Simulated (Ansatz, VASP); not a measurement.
## One calculation of BiTe, two programs

```
Bi Te
1.0
     0.00000    3.25986    3.25986
     3.25986    0.00000    3.25986
     3.25986    3.25986    0.00000
Bi Te
1 1
Cartesian
  0.0000 0.0000 0.0000
  3.2599 3.2599 3.2599
```

Alike in both runs: task single point; functional PBEsol; k mesh 12 × 12 × 12; occupations gaussian, width 0.1 eV; no spin polarisation.

```csv
,VASP,Ansatz
version,VASP 6.6.1,Ansatz 0.2.0
potentials or method,"VASP PAW PBE potentials, release 64 (Bi_d, Te)","scalar-relativistic, plane waves, PAW"
plane-wave cutoff (eV),520,420
valence electrons in the cell,21,31
```

```tsv
	VASP	Ansatz	Ansatz less VASP
gap on the k mesh at the Fermi level (eV)	none	none	-
pressure (GPa)	-2.8	-2.7	+0.03
```

A gap of «none» marks a metal or a gap that the smearing closes. The two sets of potentials don't hold the same shells in valence.

Caveats: the PAW data sets were made with another functional, which shifts forces and pressure a little (VASP); spin-orbit coupling is left out, which moves the levels of the heavy elements.
